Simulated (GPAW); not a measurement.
# TePb (Fm-3m) in GPAW: a series of runs

Runs on TePb. Level: PBE. Tasks: single point.

All numbers are computed with GPAW 26.7.0; they aren't measurements. Logs are shortened: lines on timing, memory, paths and dates and some standing lists are left out, and cuts for length are marked. The log counts tension as positive stress, the text compression.

**What was measured.**

A printed reference work, monograph reports, for a bulk crystal of TePb at 4.2 K: band gap 0.19 eV (direct).

The results are compared with them further down.

**1. The crystal as given**

The structure is cubic, space group Fm-3m (No. 225). Conventional cell: a = 6.462 Å, b = 6.462 Å, c = 6.462 Å, α = 90.00°, β = 90.00°, γ = 90.00°. Pb (site symmetry m-3m) has 6 Te at 3.23 Å as nearest neighbours. Te (site symmetry m-3m) has 6 Pb at 3.23 Å as nearest neighbours.

**2. Single point, PBE**

run.py

```python
from ase.dft.bandgap import bandgap
from ase.io import write
from ase.spacegroup import crystal
from ase.units import GPa
from gpaw import GPAW, PW

# Pb 4a
# Te 4b
atoms = crystal(['Pb', 'Te'],
                basis=[[0.0, 0.0, 0.0],
                       [0.5, 0.0, 0.0]],
                spacegroup=225, setting=1,  # Fm-3m
                cellpar=[6.462, 6.462, 6.462, 90.0, 90.0, 90.0],
                primitive_cell=True)

calc = GPAW(mode=PW(500),
            xc='PBE',
            kpts={'size': (6, 6, 6), 'gamma': True},
            occupations={'name': 'fermi-dirac', 'width': 0.05},
            nbands=19,
            convergence={'density': 1e-05, 'energy': 1e-05},
            maxiter=80,
            txt='gpaw.txt')
atoms.calc = calc
energy = atoms.get_potential_energy()
forces = atoms.get_forces()
stress = atoms.get_stress()
calc.write('gs.gpw')
write('result.traj', atoms)
print(f'Energy: {energy:.6f} eV')
print('Forces (eV/A):')
print(forces.round(4))
print('Stress (GPa):', (stress / GPa).round(3))
print('Fermi level:', round(calc.get_fermi_level(), 4), 'eV')
print(f'Gap: {bandgap(calc)[0]:.4f} eV, direct: {bandgap(calc, direct=True)[0]:.4f} eV')
```

Potentials or basis: GPAW PAW data sets (gpaw-data 1.2.1), pw.

Started as:

```console
$ OMP_NUM_THREADS=1 python run.py
```

gpaw.txt:

```text
__  _  _
 | _ |_)|_||  |
 |__||  | ||/\| - 26.7.0

Input parameters:
  mode=PW(ecut=500.0),
  convergence={'density': 1e-05, 'energy': 1e-05},
  kpts=MonkhorstPack(size=(6, 6, 6), gamma=True),
  maxiter=80,
  nbands=19,
  occupations=Occupations(name='fermi-dirac', width=0.05),
  xc=XC(name='PBE')

Diagonalizing LCAO Hamiltonian
Converting LCAO to pw mode

                 Te

       Pb

Atoms  # Å, Bohr magnetons
|   | symbol |        x |        y |        z |    initial magnetic moments |
|---|--------|----------|----------|----------|-----------------------------|
| 0 |     Pb | 0.000000 | 0.000000 | 0.000000 | ( 0.0000,  0.0000,  0.0000) |
| 1 |     Te | 3.231000 | 3.231000 | 3.231000 | ( 0.0000,  0.0000,  0.0000) |

Unit cell  # Å
| periodic |        x |        y |        z |  lengths |    angles |
|----------|----------|----------|----------|----------|-----------|
|      yes | 0.000000 | 3.231000 | 3.231000 | 4.569324 | 60.000000 |
|      yes | 3.231000 | 0.000000 | 3.231000 | 4.569324 | 60.000000 |
|      yes | 3.231000 | 3.231000 | 0.000000 | 4.569324 | 60.000000 |

Number of symmetries: 48
Symmetry operations  # r_c * U_cc + t_c -> r_c
|    | kind |            matrix            |
|----|------|------------------------------|
|  0 |  σ   |  1, 0, 0,  1, 0,-1,  1,-1, 0 |
|  1 |  C2  |  1, 0, 0,  1,-1, 0,  1, 0,-1 |
|  2 |  E   |  1, 0, 0,  0, 1, 0,  0, 0, 1 |
|  3 |  σ   |  1, 0, 0,  0, 0, 1,  0, 1, 0 |
|  4 |  C4  |  1, 0,-1,  1, 0, 0,  1,-1, 0 |
|  5 |  S6  |  1, 0,-1,  1,-1, 0,  1, 0, 0 |
|  6 |  σ   |  1, 0,-1,  0, 1,-1,  0, 0,-1 |
|  7 |  C3  |  1, 0,-1,  0, 0,-1,  0, 1,-1 |
|  8 |  S6  |  1,-1, 0,  1, 0, 0,  1, 0,-1 |
|  9 |  C4  |  1,-1, 0,  1, 0,-1,  1, 0, 0 |
| 10 |  C3  |  1,-1, 0,  0,-1, 1,  0,-1, 0 |
| 11 |  σ   |  1,-1, 0,  0,-1, 0,  0,-1, 1 |
| 12 |  σ   |  0, 1, 0,  1, 0, 0,  0, 0, 1 |
| 13 |  C4  |  0, 1, 0,  0, 1,-1, -1, 1, 0 |
| 14 |  C3  |  0, 1, 0,  0, 0, 1,  1, 0, 0 |
| 15 |  S6  |  0, 1, 0, -1, 1, 0,  0, 1,-1 |
| 16 |  C2  |  0, 1,-1,  1, 0,-1,  0, 0,-1 |
| 17 |  σ   |  0, 1,-1,  0, 1, 0, -1, 1, 0 |
| 18 |  S4  |  0, 1,-1,  0, 0,-1,  1, 0,-1 |
| 19 |  C4  |  0, 1,-1, -1, 1, 0,  0, 1, 0 |
| 20 |  C3  |  0, 0, 1,  1, 0, 0,  0, 1, 0 |
| 21 |  σ   |  0, 0, 1,  0, 1, 0,  1, 0, 0 |
| 22 |  S6  |  0, 0, 1,  0,-1, 1, -1, 0, 1 |
| 23 |  C4  |  0, 0, 1, -1, 0, 1,  0,-1, 1 |
| 24 |  S4  |  0, 0,-1,  1, 0,-1,  0, 1,-1 |
| 25 |  C3  |  0, 0,-1,  0, 1,-1,  1, 0,-1 |
| 26 |  C2  |  0, 0,-1,  0,-1, 0, -1, 0, 0 |
| 27 |  S6  |  0, 0,-1, -1, 0, 0,  0,-1, 0 |
| 28 |  S4  |  0,-1, 1,  1,-1, 0,  0,-1, 0 |
| 29 |  C4  |  0,-1, 1,  0, 0, 1, -1, 0, 1 |
| 30 |  C2  |  0,-1, 1,  0,-1, 0,  1,-1, 0 |
| 31 |  σ   |  0,-1, 1, -1, 0, 1,  0, 0, 1 |
| 32 |  C3  |  0,-1, 0,  1,-1, 0,  0,-1, 1 |
| 33 |  S6  |  0,-1, 0,  0, 0,-1, -1, 0, 0 |
| 34 |  S4  |  0,-1, 0,  0,-1, 1,  1,-1, 0 |
| 35 |  C2  |  0,-1, 0, -1, 0, 0,  0, 0,-1 |
| 36 |  C2  | -1, 1, 0,  0, 1, 0,  0, 1,-1 |
| 37 |  S6  | -1, 1, 0,  0, 1,-1,  0, 1, 0 |
| 38 |  S4  | -1, 1, 0, -1, 0, 1, -1, 0, 0 |
| 39 |  C3  | -1, 1, 0, -1, 0, 0, -1, 0, 1 |
| 40 |  S6  | -1, 0, 1,  0, 0, 1,  0,-1, 1 |
| 41 |  C2  | -1, 0, 1,  0,-1, 1,  0, 0, 1 |
| 42 |  C3  | -1, 0, 1, -1, 1, 0, -1, 0, 0 |
| 43 |  S4  | -1, 0, 1, -1, 0, 0, -1, 1, 0 |
| 44 |  C2  | -1, 0, 0,  0, 0,-1,  0,-1, 0 |
| 45 |  i   | -1, 0, 0,  0,-1, 0,  0, 0,-1 |
| 46 |  σ   | -1, 0, 0, -1, 1, 0, -1, 0, 1 |
| 47 |  C2  | -1, 0, 0, -1, 0, 1, -1, 1, 0 |

BZ-sampling:
  Number of BZ points: 216
  Number of IBZ points: 16

  Monkhorst-Pack size: [6, 6, 6]
  Monkhorst-Pack shift: [0.08333333333333333, 0.08333333333333333, 0.08333333333333333]

K-points  # in reciprocal-cell coordinates
|     |                                coordinates |     weight |
|-----|--------------------------------------------|------------|
|   0 | (  0.00000000,   0.00000000,   0.00000000) | 0.00462963 |
|   1 | (  0.16666667,   0.16666667,   0.00000000) | 0.02777778 |
|   2 | (  0.16666667,   0.16666667,   0.16666667) | 0.03703704 |
|   3 | (  0.33333333,   0.16666667,   0.16666667) | 0.05555556 |
|   4 | (  0.33333333,   0.33333333,  -0.33333333) | 0.05555556 |
|   5 | (  0.33333333,   0.33333333,   0.00000000) | 0.02777778 |
|   6 | (  0.33333333,   0.33333333,   0.16666667) | 0.11111111 |
|   7 | (  0.33333333,   0.33333333,   0.33333333) | 0.03703704 |
|   8 | (  0.50000000,   0.33333333,  -0.33333333) | 0.11111111 |
|   9 | (  0.50000000,   0.33333333,  -0.16666667) | 0.05555556 |
| ... |                                            |            |
|  15 | (  0.50000000,   0.50000000,   0.50000000) | 0.01851852 |

Plane wave coefficients: 1736
Cutoff: 500.0 eV

Spin-components: 1 (collinear spins)
Bands:           19
Projectors:      11
Spin-degeneracy: 2
Datatype:        complex128

Density:
  Valence electrons: 20.0
  Components: 1
  Grid points: [24 24 24]
  Charge: 0.0  # |e|

Potential:
  Grid points: [24 24 24]

species:
  Pb:
    name:    Lead
    Z:       82.0
    valence: 14
    core:    68
    charge:  0.0  # [|e|]
    compensation charges:
      type: gauss
      rc: 0.38  # [Å]
      lmax: 2
    cutoffs:
      filter: 2.36  # [Å]
      core: 2.43  # [Å]
    projectors
    | kind |    occ | energy [eV] | rcut [Å] |
    |------|--------|-------------|----------|
    |   6s |  2.000 |     -11.969 |    1.259 |
    |   6p |  2.000 |      -3.506 |    1.275 |
    |   5d | 10.000 |     -21.211 |    1.217 |
    |    s |        |      15.243 |    1.259 |
    |    p |        |      23.705 |    1.275 |
    |    d |        |       6.001 |    1.217 |

    Using partial waves for Pb as LCAO basis

  Te:
    name:    Tellurium
    Z:       52.0
    valence: 6
    core:    46
    charge:  0.0  # [|e|]
    compensation charges:
      type: gauss
      rc: 0.36  # [Å]
      lmax: 2
    cutoffs:
      filter: 2.09  # [Å]
      core: 3.17  # [Å]
    projectors
    | kind |    occ | energy [eV] | rcut [Å] |
    |------|--------|-------------|----------|
    |   5s |  2.000 |     -15.089 |    1.180 |
    |   5p |  4.000 |      -5.955 |    1.196 |
    |    s |        |      12.123 |    1.180 |
    |    p |        |      21.256 |    1.196 |
    |    d |        |       0.000 |    1.238 |

    Using partial waves for Te as LCAO basis

Reference energy: -752065.146798  # eV

eigensolver:
  PPCG
  Converge bands: occupied
  niter=2

density mixing:
  MSR1-Mixer
  Pratt-step length: 0.05
  Maximum mixing coefficient: 0.75
  Old densities: 10
  SVD Regularization: 0.005
  Good broyden scale: 1.0
  Trust region scale: 1.0
  Backstep threshold: 4.0
  History deletion threshold: 6.0
  Fourier metric: weight=20.0, sigma=0.015

occupation numbers:
  Fermi-Dirac:
    width: 0.0500  # eV

poisson solver:
  ecut: 4000.0  # eV

xc functional:
  name: PBE with 2 nearest neighbor stencil

convergence criteria:
- Maximum integral of absolute [dens]ity change: 1e-05 electrons / valence electron
- Maximum [total energy] change in last 3 cyles: 1e-05 eV / valence electron
- Maximum integral of absolute [eigenst]ate change: 4e-08 eV^2 / valence electron
maximum number of iterations: 80

SCF iterations
|iter     | |      energy | eigst |  dens |
|---------|-|-------------|-------|-------|
|iter:   1| |   -7.901141 | -0.16 |       |
|iter:   2| |   -7.879557 | -1.98 | -1.35 |
|iter:   3| |   -7.792643 | -2.12 | -1.40 |
|iter:   4| |   -7.794456 | -3.82 | -2.00 |
|iter:   5| |   -7.794926 | -4.36 | -2.42 |
|iter:   6| |   -7.794936 | -5.88 | -3.31 |
|iter:   7| |   -7.794937c| -6.84 | -3.88 |
|iter:   8| |   -7.794937c| -7.81c| -4.60 |
|iter:   9| |   -7.794937c| -8.04c| -5.53c|

Converged in 9 steps
Energy contributions relative to reference atoms: (reference = -752065.146798)

Energy contributions:
  Kinetic:          19.968379
  Coulomb:         -20.255876
  Zero:              0.148381
  External:          0.000000
  Xc:               -7.655806
  Entropy:          -0.000030
  Spinorbit:         0.000000
  ----------------------------
  Free energy:      -7.794952
  Extrapolated:     -7.794937

dipole moment: (-27.310650, -27.310650, -27.310650)  # |e|*Ang

Fermi level: 6.044
Eigenvalues  # (at kpt = [0.000, 0.000, 0.000])
| band index |      eig [eV] | occ [0-2] |
|------------|---------------|-----------|
|          0 |       -11.050 |     2.000 |
|        ... |               |           |
|          2 |       -11.037 |     2.000 |
|          3 |       -11.037 |     2.000 |
|          4 |       -11.037 |     2.000 |
|          5 |        -6.328 |     2.000 |
|          6 |         0.141 |     2.000 |
|          7 |         4.303 |     2.000 |
[... 9 lines left out ...]
|         17 |        13.308 |     0.000 |
|         18 |        13.718 |     0.000 |

Gap: 0.692 eV
Transition (v -> c):
  (s=0, k=15, n=9, [0.50, 0.50, 0.50]) -> (s=0, k=15, n=10, [0.50, 0.50, 0.50])
No difference between direct/indirect transitions

Forces  # eV/Ang
|       x |       y |        z |
|---------|---------|----------|
| 0.00000 | 0.00000 | -0.00000 |  # Pb   0
| 0.00000 | 0.00000 |  0.00000 |  # Te   1

Stress tensor  # eV/Ang^3
|         x |         y |         z |
|-----------|-----------|-----------|
| -0.010683 |  0.000000 |  0.000000 |
|  0.000000 | -0.010683 | -0.000000 |
|  0.000000 | -0.000000 | -0.010683 |

# Writing to gs.gpw (mode='')
```

It took 17 s on 1 thread of Arm Neoverse N1, shared host; peak memory 0.15 GiB.

What came out:

```yaml
Free_energy: -7.7950 eV
Pressure: 1.7 GPa
Band_gap_on_the_k_mesh: 0.69 eV, direct
```

Levels at points of the mesh, in eV from the valence-band top:
| k point | band 8 | band 9 | band 10 | band 11 | band 12 | band 13 |
| --- | --- | --- | --- | --- | --- | --- |
| (0.00, 0.00, 0.00) | -1.39 | -1.39 | -1.39 | 4.02 | 4.02 | 4.02 |
| (0.50, 0.50, 0.00) | -4.54 | -2.84 | -2.84 | 3.27 | 5.42 | 5.42 |
| (0.50, 0.50, 0.50) | -0.93 | -0.93 | 0.00 | 0.69 | 1.22 | 1.22 |

Caveat: the cutoff is short for stress and forces, so pressures can be off by a GPa or more; spin-orbit coupling is left out, which as a rule narrows the gap of such compounds by several tenths of an eV.

**3. Single point, PBE**

run.py

```python
from ase.dft.bandgap import bandgap
from ase.io import read, write
from ase.units import GPa
from gpaw import GPAW, PW

atoms = read('TePb.cif')

calc = GPAW(mode=PW(400),
            xc='PBE',
            kpts={'size': (6, 6, 6), 'gamma': True},
            occupations={'name': 'fermi-dirac', 'width': 0.05},
            nbands=19,
            convergence={'density': 1e-05, 'energy': 1e-05},
            maxiter=60,
            txt='gpaw.txt')
atoms.calc = calc
energy = atoms.get_potential_energy()
forces = atoms.get_forces()
stress = atoms.get_stress()
calc.write('gs.gpw')
write('result.traj', atoms)
print(f'Energy: {energy:.6f} eV')
print('Forces (eV/A):')
print(forces.round(4))
print('Stress (GPa):', (stress / GPa).round(3))
print('Fermi level:', round(calc.get_fermi_level(), 4), 'eV')
print(f'Gap: {bandgap(calc)[0]:.4f} eV, direct: {bandgap(calc, direct=True)[0]:.4f} eV')
```

TePb.cif

```cif
data_TePb
_cell_length_a 4.56932402
_cell_length_b 4.56932402
_cell_length_c 4.56932402
_cell_angle_alpha 60.00000000
_cell_angle_beta 60.00000000
_cell_angle_gamma 60.00000000
_space_group_name_H-M_alt 'P1'
_space_group_name_Hall 'P 1'
_space_group_IT_number 1
loop_
_space_group_symop_operation_xyz
'x,y,z'
loop_
_atom_site_label
_atom_site_type_symbol
_atom_site_symmetry_multiplicity
_atom_site_Wyckoff_symbol
_atom_site_fract_x
_atom_site_fract_y
_atom_site_fract_z
_atom_site_occupancy
Pb1 Pb 1 a 0.0000000000 0.0000000000 0.0000000000 1
Te1 Te 1 a 0.5000000000 0.5000000000 0.5000000000 1
```

Potentials or basis: GPAW PAW data sets (gpaw-data 1.2.1), pw.

Started as:

```console
$ OMP_NUM_THREADS=1 python run.py
```

gpaw.txt:

```text
__  _  _
 | _ |_)|_||  |
 |__||  | ||/\| - 26.7.0

Input parameters:
  mode=PW(ecut=400.0),
  convergence={'density': 1e-05, 'energy': 1e-05},
  kpts=MonkhorstPack(size=(6, 6, 6), gamma=True),
  maxiter=60,
  nbands=19,
  occupations=Occupations(name='fermi-dirac', width=0.05),
  xc=XC(name='PBE')

Diagonalizing LCAO Hamiltonian
Converting LCAO to pw mode

                    Te

       Pb

Atoms  # Å, Bohr magnetons
|   | symbol |        x |        y |        z |    initial magnetic moments |
|---|--------|----------|----------|----------|-----------------------------|
| 0 |     Pb | 0.000000 | 0.000000 | 0.000000 | ( 0.0000,  0.0000,  0.0000) |
| 1 |     Te | 4.569324 | 2.638100 | 1.865419 | ( 0.0000,  0.0000,  0.0000) |

Unit cell  # Å
| periodic |        x |        y |        z |  lengths |    angles |
|----------|----------|----------|----------|----------|-----------|
|      yes | 4.569324 | 0.000000 | 0.000000 | 4.569324 | 60.000000 |
|      yes | 2.284662 | 3.957151 | 0.000000 | 4.569324 | 60.000000 |
|      yes | 2.284662 | 1.319050 | 3.730837 | 4.569324 | 60.000000 |

Number of symmetries: 48
Symmetry operations  # r_c * U_cc + t_c -> r_c
|    | kind |            matrix            |
|----|------|------------------------------|
|  0 |  σ   |  1, 0, 0,  1, 0,-1,  1,-1, 0 |
|  1 |  C2  |  1, 0, 0,  1,-1, 0,  1, 0,-1 |
|  2 |  E   |  1, 0, 0,  0, 1, 0,  0, 0, 1 |
|  3 |  σ   |  1, 0, 0,  0, 0, 1,  0, 1, 0 |
|  4 |  C4  |  1, 0,-1,  1, 0, 0,  1,-1, 0 |
|  5 |  S6  |  1, 0,-1,  1,-1, 0,  1, 0, 0 |
|  6 |  σ   |  1, 0,-1,  0, 1,-1,  0, 0,-1 |
|  7 |  C3  |  1, 0,-1,  0, 0,-1,  0, 1,-1 |
|  8 |  S6  |  1,-1, 0,  1, 0, 0,  1, 0,-1 |
|  9 |  C4  |  1,-1, 0,  1, 0,-1,  1, 0, 0 |
| 10 |  C3  |  1,-1, 0,  0,-1, 1,  0,-1, 0 |
| 11 |  σ   |  1,-1, 0,  0,-1, 0,  0,-1, 1 |
| 12 |  σ   |  0, 1, 0,  1, 0, 0,  0, 0, 1 |
| 13 |  C4  |  0, 1, 0,  0, 1,-1, -1, 1, 0 |
| 14 |  C3  |  0, 1, 0,  0, 0, 1,  1, 0, 0 |
| 15 |  S6  |  0, 1, 0, -1, 1, 0,  0, 1,-1 |
| 16 |  C2  |  0, 1,-1,  1, 0,-1,  0, 0,-1 |
| 17 |  σ   |  0, 1,-1,  0, 1, 0, -1, 1, 0 |
| 18 |  S4  |  0, 1,-1,  0, 0,-1,  1, 0,-1 |
| 19 |  C4  |  0, 1,-1, -1, 1, 0,  0, 1, 0 |
| 20 |  C3  |  0, 0, 1,  1, 0, 0,  0, 1, 0 |
| 21 |  σ   |  0, 0, 1,  0, 1, 0,  1, 0, 0 |
| 22 |  S6  |  0, 0, 1,  0,-1, 1, -1, 0, 1 |
| 23 |  C4  |  0, 0, 1, -1, 0, 1,  0,-1, 1 |
| 24 |  S4  |  0, 0,-1,  1, 0,-1,  0, 1,-1 |
| 25 |  C3  |  0, 0,-1,  0, 1,-1,  1, 0,-1 |
| 26 |  C2  |  0, 0,-1,  0,-1, 0, -1, 0, 0 |
| 27 |  S6  |  0, 0,-1, -1, 0, 0,  0,-1, 0 |
| 28 |  S4  |  0,-1, 1,  1,-1, 0,  0,-1, 0 |
| 29 |  C4  |  0,-1, 1,  0, 0, 1, -1, 0, 1 |
| 30 |  C2  |  0,-1, 1,  0,-1, 0,  1,-1, 0 |
| 31 |  σ   |  0,-1, 1, -1, 0, 1,  0, 0, 1 |
| 32 |  C3  |  0,-1, 0,  1,-1, 0,  0,-1, 1 |
[... 106 lines left out ...]
    |    s |        |      12.123 |    1.180 |
    |    p |        |      21.256 |    1.196 |
    |    d |        |       0.000 |    1.238 |

    Using partial waves for Te as LCAO basis

Reference energy: -752065.146798  # eV

eigensolver:
  PPCG
  Converge bands: occupied
  niter=2

density mixing:
  MSR1-Mixer
  Pratt-step length: 0.05
  Maximum mixing coefficient: 0.75
  Old densities: 10
  SVD Regularization: 0.005
  Good broyden scale: 1.0
  Trust region scale: 1.0
  Backstep threshold: 4.0
  History deletion threshold: 6.0
  Fourier metric: weight=20.0, sigma=0.015

occupation numbers:
  Fermi-Dirac:
    width: 0.0500  # eV

poisson solver:
  ecut: 3200.0  # eV

xc functional:
  name: PBE with 2 nearest neighbor stencil

convergence criteria:
- Maximum integral of absolute [dens]ity change: 1e-05 electrons / valence electron
- Maximum [total energy] change in last 3 cyles: 1e-05 eV / valence electron
- Maximum integral of absolute [eigenst]ate change: 4e-08 eV^2 / valence electron
maximum number of iterations: 60

SCF iterations
|iter     | |      energy | eigst |  dens |
|---------|-|-------------|-------|-------|
|iter:   1| |   -7.819063 | -0.24 |       |
|iter:   2| |   -7.796853 | -2.12 | -1.35 |
|iter:   3| |   -7.708530 | -2.11 | -1.40 |
|iter:   4| |   -7.710217 | -3.97 | -2.01 |
|iter:   5| |   -7.710649 | -4.40 | -2.41 |
|iter:   6| |   -7.710658 | -5.92 | -3.34 |
|iter:   7| |   -7.710659c| -6.94 | -3.92 |
|iter:   8| |   -7.710659c| -7.76c| -4.62 |
|iter:   9| |   -7.710659c| -8.00c| -5.43c|

Converged in 9 steps
Energy contributions relative to reference atoms: (reference = -752065.146798)

Energy contributions:
  Kinetic:          21.287886
  Coulomb:         -21.523857
  Zero:              0.225006
  External:          0.000000
  Xc:               -7.699679
  Entropy:          -0.000029
  Spinorbit:         0.000000
  ----------------------------
  Free energy:      -7.710674
  Extrapolated:     -7.710659

dipole moment: (-38.623437, -22.299252, -15.767952)  # |e|*Ang

Fermi level: 6.044
Eigenvalues  # (at kpt = [0.000, 0.000, 0.000])
| band index |      eig [eV] | occ [0-2] |
|------------|---------------|-----------|
|          0 |       -11.045 |     2.000 |
|        ... |               |           |
|          2 |       -11.031 |     2.000 |
|          3 |       -11.031 |     2.000 |
|          4 |       -11.031 |     2.000 |
|          5 |        -6.328 |     2.000 |
|          6 |         0.139 |     2.000 |
|          7 |         4.305 |     2.000 |
[... 9 lines left out ...]
|         17 |        13.307 |     0.000 |
|         18 |        13.721 |     0.000 |

Gap: 0.694 eV
Transition (v -> c):
  (s=0, k=15, n=9, [0.50, 0.50, 0.50]) -> (s=0, k=15, n=10, [0.50, 0.50, 0.50])
No difference between direct/indirect transitions

Forces  # eV/Ang
|       x |        y |        z |
|---------|----------|----------|
| 0.00000 |  0.00000 |  0.00000 |  # Pb   0
| 0.00000 | -0.00000 | -0.00000 |  # Te   1

Stress tensor  # eV/Ang^3
|         x |         y |         z |
|-----------|-----------|-----------|
| -0.003534 |  0.000000 |  0.000000 |
|  0.000000 | -0.003534 | -0.000000 |
|  0.000000 |  0.000000 | -0.003534 |

# Writing to gs.gpw (mode='')
```

Run time: 10 s. Hardware: 1 thread of Arm Neoverse V1, shared host; peak memory 0.14 GiB.

The run converged, but some of its settings lie outside the range that counts as converged, so its numbers aren't taken as properties of the crystal.

Results:

```yaml
Free_energy: -7.7107 eV
Pressure: 0.6 GPa
Band_gap_on_the_k_mesh: 0.69 eV, direct
```

Caveat: the cutoff is short for stress and forces, so pressures can be off by a GPa or more; spin-orbit coupling is left out, which as a rule narrows the gap of such compounds by several tenths of an eV.

**4. Single point, PBE**

run.py, as its differences from that of step 3:

```diff
@@ -1,3 +1,4 @@
+from ase import Atoms
 from ase.dft.bandgap import bandgap
-from ase.io import read, write
+from ase.io import write
 from ase.units import GPa
@@ -5,7 +6,13 @@
 
-atoms = read('TePb.cif')
+atoms = Atoms(['Pb', 'Te'],
+              cell=[[0.0, 3.231, 3.231],
+                    [3.231, 0.0, 3.231],
+                    [3.231, 3.231, 0.0]],
+              scaled_positions=[[0.0, 0.0, 0.0],
+                                [0.5, 0.5, 0.5]],
+              pbc=True)
 
-calc = GPAW(mode=PW(400),
+calc = GPAW(mode=PW(600),
             xc='PBE',
-            kpts={'size': (6, 6, 6), 'gamma': True},
+            kpts={'size': (5, 5, 5), 'gamma': True},
             occupations={'name': 'fermi-dirac', 'width': 0.05},
@@ -13,3 +20,3 @@
             convergence={'density': 1e-05, 'energy': 1e-05},
-            maxiter=60,
+            maxiter=50,
             txt='gpaw.txt')
```

Started as:

```console
$ OMP_NUM_THREADS=1 python run.py
```

Run time: 10 s. Hardware: 1 thread of Arm Neoverse V1, shared host; peak memory 0.16 GiB.

The run converged. Its results:

* Free energy: -7.8017 eV
* Pressure: 1.8 GPa

Levels at points of the mesh, in eV from the Fermi level:
```
           k point  band 6  band 7  band 8  band 9  band 10  band 11  band 12  band 13  band 14  band 15
(0.00, 0.00, 0.00)  -12.46   -5.99   -1.83   -1.83    -1.83     3.59     3.59     3.59     5.36     5.36
```

Caveat: this odd mesh misses L, where the gap lies, so gap, dielectric constants and Born charges aren't listed.

**5. How close it comes**

Step 2. Measured gap of TePb: 0.19 eV (direct; 4.2 K; a printed reference work, monograph). This calculation gives 0.69 eV (+0.50 eV). Spin-orbit coupling on Pb, Te is left out. The value is that of PBE on a finite k mesh, which can miss the band edges, without temperature or zero-point motion.
